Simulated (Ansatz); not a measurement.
# Pb: energy and pressure over a range of volumes

The task here is to estimate one member of a computed series from the others.

The COD entry's cell or inner coordinates are ideal or old and differ from later refinements, so a difference from it is no clean test against experiment.

Method: DFT PBE, scalar-relativistic, in Ansatz 0.2.0.

### The starting structure

It takes space group Fm-3m (No. 225, cubic). The conventional cell has a = 4.940 Å, b = 4.940 Å, c = 4.940 Å, α = 90.00°, β = 90.00°, γ = 90.00°. Pb (site symmetry m-3m) has 12 Pb at 3.49 Å as nearest neighbours.

As a file:

```xyz
1
Lattice="0.0000 2.4698 2.4698 2.4698 0.0000 2.4698 2.4698 2.4698 0.0000" Properties=species:S:1:pos:R:3 pbc="T T T"
Pb    0.0000    0.0000    0.0000
```

Structure: COD 9012959, as refined from experiment and not relaxed.

Set-up of the first run:

input.yaml reads:

```yaml
crystal:
  lattice:
    - [0.0, 2.4279308945, 2.4279308945]
    - [2.4279308945, 0.0, 2.4279308945]
    - [2.4279308945, 2.4279308945, 0.0]
  atoms:
    - { symbol: Pb, position: [0.0, 0.0, 0.0] }
kpoints:
  mp_grid: { grid: [12, 12, 12] }
scf:
  occupations: { method: fermi_dirac, width: 0.05 }
hamiltonian:
  xc: pbe
  pseudopotentials: { kind: all_electron, lapw: { basis_error: 0.00025 } }
output:
  forces: true
  stress: true
  eigenvalues: true
```

Among the steps run: Volume × 0.95, LAPW; Volume × 0.95, PAW; Volume × 0.95, crystal datasets; Volume × 0.975, LAPW; Volume × 0.975, PAW; Volume × 1.025, LAPW; Volume × 1.025, PAW; Volume × 1.05, LAPW; Volume × 1.05, PAW; Volume × 1.05, crystal datasets.

One of the session's tables, all rows but one given; the rest of the session is left out.

It belongs to the step «Fits». 

| method | volume (Å³/atom) | pressure (GPa) |
| --- | --- | --- |
| LAPW | 28.625 | 5.93 |
| LAPW | 29.378 | 4.37 |
| LAPW | 30.131 | 3.01 |
| LAPW | 30.884 | 1.80 |
| LAPW | 31.638 | 0.72 |
| PAW | 28.625 | 5.92 |
| PAW | 29.378 | 4.36 |
| PAW | 30.131 | 3.00 |
| PAW | 30.884 | 1.79 |
| PAW | 31.638 | 0.72 |
| crystal datasets | 28.625 | 5.93 |
| crystal datasets | 30.131 | 3.01 |
| crystal datasets | 31.638 | ? |

Q: Estimate the row for crystal datasets, 31.638 from the others.

The run gave: pressure (GPa): 0.73. In the column «pressure (GPa)» it lies between PAW, 31.638 (0.72) and PAW, 30.884 (1.79).

Limits of these values: Warnings in the runs' records: gradients without spin orbit, crystal datasets made.
